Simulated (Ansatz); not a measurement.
# Cd3Hg2Te5: the cost of one run

Method: DFT PBE, scalar-relativistic, plane waves, PAW, unless a step names another level, in Ansatz 0.2.0.

1 further run of the same task is left out (set aside as unsound or not needed). Runs told in other sessions of the task aren't counted.

## 1. The starting structure

Symmetry: I4/mmm, No. 139, tetragonal system. The conventional cell has a = 4.333 Å, b = 4.333 Å, c = 30.718 Å, α = 90.00°, β = 90.00°, γ = 90.00°. Around Cd (site symmetry 4mm) lie 6 Te at 3.03 to 3.08 Å. Cd (site symmetry 4/mmm) has 6 Te at 3.06 to 3.08 Å in its first shell of neighbours. Hg (site symmetry 4mm) is surrounded by 6 Te at 3.06 to 3.11 Å. Around Te (site symmetry 4mm) lie 5 Cd at 3.03 to 3.06 Å and 1 Hg at 3.11 Å. Te (site symmetry 4mm) is surrounded by 4 Hg at 3.06 Å and 2 Cd at 3.08 Å. Te (site symmetry 4/mmm) has 2 Hg at 3.06 Å and 4 Cd at 3.06 Å in its first shell of neighbours.

As a file:

```cif
data_structure
_symmetry_space_group_name_H-M 'I4/mmm'
_symmetry_Int_Tables_number 139
_cell_length_a 4.3330
_cell_length_b 4.3330
_cell_length_c 30.7179
_cell_angle_alpha 90.000
_cell_angle_beta 90.000
_cell_angle_gamma 90.000
_cell_volume 576.73
loop_
_atom_site_label
_atom_site_type_symbol
_atom_site_symmetry_multiplicity
_atom_site_Wyckoff_symbol
_atom_site_fract_x
_atom_site_fract_y
_atom_site_fract_z
_atom_site_occupancy
Cd1 Cd 4 e 0.50000 0.50000 0.20034 1
Cd2 Cd 2 b 0.50000 0.50000 0.00000 1
Hg1 Hg 4 e 0.50000 0.50000 0.40028 1
Te1 Te 4 e 0.50000 0.50000 0.29899 1
Te2 Te 4 e 0.00000 0.00000 0.39985 1
Te3 Te 2 a 0.00000 0.00000 0.00000 1
```

It is the end of an earlier relaxation with the same method, from a generated guess; it needn't be the stable form of this composition. At a tolerance of 0.05 Å it has space group I4/mmm (No. 139); it has 28.84 Å³/atom, an uncorrected energy of -0.18 eV/atom over the elements.

## 2. Electronic structure at the relaxed geometry

Contents of input.yaml:

```yaml
crystal:
  lattice:
    - [-2.1665085727, 2.1665085727, 15.3589425024]
    - [2.1665085727, -2.1665085727, 15.3589425024]
    - [2.1665085727, 2.1665085727, -15.3589425024]
  atoms:
    - { symbol: Cd, position: [0.7003363418, 0.7003363418, 0.0] }
    - { symbol: Cd, position: [0.2996636582, 0.2996636582, 0.0] }
    - { symbol: Cd, position: [0.5, 0.5, 0.0] }
    - { symbol: Hg, position: [0.9002763358, 0.9002763358, 0.0] }
    - { symbol: Hg, position: [0.0997236642, 0.0997236642, 0.0] }
    - { symbol: Te, position: [0.7989939001, 0.7989939001, 0.0] }
    - { symbol: Te, position: [0.3998530069, 0.3998530069, 0.0] }
    - { symbol: Te, position: [0.0, 0.0, 0.0] }
    - { symbol: Te, position: [0.6001469931, 0.6001469931, 0.0] }
    - { symbol: Te, position: [0.2010060999, 0.2010060999, 0.0] }
basis:
  ecutwfc: 420
kpoints:
  mp_grid: { grid: [12, 12, 12] }
  band_path:
    path:
      - [[0.0, 0.0, 0.0], [0.0, 0.0, 0.5], [0.25, 0.25, 0.25], [0.0, 0.5, 0.0], [0.0, 0.0, 0.0], [0.5, 0.5, -0.5], [0.25497437, 0.74502563, -0.25497437]]
      - [[-0.25497437, 0.25497437, 0.25497437], [0.0, 0.0, 0.0]]
      - [[0.0, 0.0, 0.5], [-0.00994874, 0.00994874, 0.5]]
      - [[0.5, 0.5, -0.00994874], [0.5, 0.5, -0.5]]
    npoints: 14
hamiltonian:
  xc: pbe
scf:
  occupations: { method: gaussian, width: 0.1 }
  n_extra_bands: 25
output:
  forces: true
  stress: true
  eigenvalues: true
  populations: true
  dos: { projected: true, de: 0.02, nscf_kmesh: { grid: [15, 15, 15] } }
  bader: true
  write_density: true
  write_potential: true
  elf: true
  volumetric_format: npy
```

Command:

```console
ansatz run input.yaml --threads 4 --pin off --max-ram 8192MiB --backend cpu --events-out ev --progress --plain --runs-dir out
```

What time and memory should one allow on 4 threads of AMD EPYC (Zen 3), shared host?

About 11 min, with a peak of 5.7 GiB.
